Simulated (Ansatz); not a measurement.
**AlNi under pressure: fit and missing row**

AlNi, P4/mmm, a = 2.889 Å, c = 2.901 Å. The structure is a Materials Project entry; whether it is the stable form wasn't checked. Ansatz: PBE, PAW, 420 eV, Γ-centred 16×16×14 mesh on 2 atoms, Gaussian smearing 0.10 eV; no spin polarisation. Cell and atoms are relaxed at each pressure, and no other structure is tried, so the rows at high pressure may lie past a change of phase.

```tsv
V (Å³/atom)	P (GPa)
?	39.98
10.946	20.00
11.452	10.00
11.753	5.03
11.959	2.01
12.107	0.00
12.263	-2.00
```

Question: Take V0 = 12.107 Å³/atom, fit the third-order Birch–Murnaghan form to the other rows, and predict the missing volume.

Answer: With the Eulerian strain f = ½[(V0/V)^(2/3) − 1] and y = P/[3f(1 + 2f)^(5/2)], the form is the line y = B0 + 1.5 B0 (B0′ − 4) f. Rows (f, y): 0.03476, 162.1; 0.01889, 160.8; 0.00999, 159.7; 0.00412, 159.3; -0.00425, 160.2. Means f = 0.01270, y = 160.42; Σ(Δf)² = 0.0008932, ΣΔfΔy = 0.05470; the slope is their ratio. y = 159.6 + 61.24 f GPa, so B0 = 159.6 GPa and B0′ = 4 + 2 × (61.24)/(3 × 159.6) = 4.26. P = 39.98 GPa is met at f = 0.06114 (y = 163.34), so V = V0 (1 + 2f)^(−3/2) = 10.183 Å³/atom. The run gave 10.187 Å³/atom, so the fit is 0.004 Å³/atom too low, a small miss on the scale of the series. The form still works here, 91 % of the fitted range beyond its end.

The mesh isn't the same in all rows (16×16×14, 16×16×16).